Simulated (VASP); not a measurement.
Wanted: the native input for a VASP 6.6.1 run.

```
Task                   : single point
Functional             : PBE
Potentials or basis    : VASP PAW PBE potentials, release 64 (Zn, S)
Cutoff                 : 520 eV
k mesh                 : 8 × 8 × 2
Occupations            : gaussian, width 0.014 eV
Spin                   : no spin polarisation
Further INCAR settings : ALGO = Normal; EDIFF = 1e-07; NBANDS = 66
```

The structure of ZnS (Wurtzite-6H) lies in POSCAR:

```
ZnS
1.0
    3.8120000000      0.0000000000      0.0000000000
   -1.9060000000      3.3012888392      0.0000000000
    0.0000000000      0.0000000000     18.6899900000
Zn S
6 6
Direct
    0.3333333333      0.6666666667      0.8333300000
    0.6666666667      0.3333333333      0.3333300000
    0.6666666667      0.3333333333      0.6666700000
    0.3333333333      0.6666666667      0.1666700000
    0.0000000000      0.0000000000      0.5000000000
    0.0000000000      0.0000000000      0.0000000000
    0.3333333333      0.6666666667      0.9583300000
    0.6666666667      0.3333333333      0.4583300000
    0.6666666667      0.3333333333      0.7916700000
    0.3333333333      0.6666666667      0.2916700000
    0.0000000000      0.0000000000      0.6250000000
    0.0000000000      0.0000000000      0.1250000000
```

One way to write it, as run:

INCAR

```
SYSTEM = ZnS
PREC     = Accurate       ! precision mode
ENCUT    = 520            ! plane-wave cutoff, eV
EDIFF    = 1E-7           ! SCF threshold, eV
ISMEAR   = 0              ! smearing method
SIGMA    = 0.014          ! smearing width, eV
LREAL    = .False.        ! projectors in reciprocal space
LASPH    = .True.         ! aspherical terms in the spheres
NELM     = 100            ! most SCF steps
ALGO     = Normal         ! electronic algorithm
ISIF     = 2              ! what is computed and relaxed
LWAVE    = .False.        ! write WAVECAR
LCHARG   = .False.        ! write CHGCAR
GGA      = PE             ! functional
NBANDS   = 66             ! bands
```

KPOINTS

```
regular mesh
0
Gamma
  8 8 2
  0 0 0
```

Potentials or basis: VASP PAW PBE potentials, release 64 (Zn, S).

Command:

```sh
$ cat potpaw_PBE.64/Zn/POTCAR potpaw_PBE.64/S/POTCAR > POTCAR
$ mpirun -np 1 vasp_std > vasp.out
```

It gave:

| Quantity | Value |
| --- | --- |
| Pressure | 2.3 GPa |
| Largest force | 0.030 eV/Å |
| Band gap on the k mesh | 2.17 eV, direct |

Caveat: the cell's inner coordinates are idealised or old, which leaves forces on the atoms.

It took 4 min on 1 thread of Intel(R) Xeon(R) 6975P-C (Granite Rapids), on a shared host, peak memory 0.45 GiB.
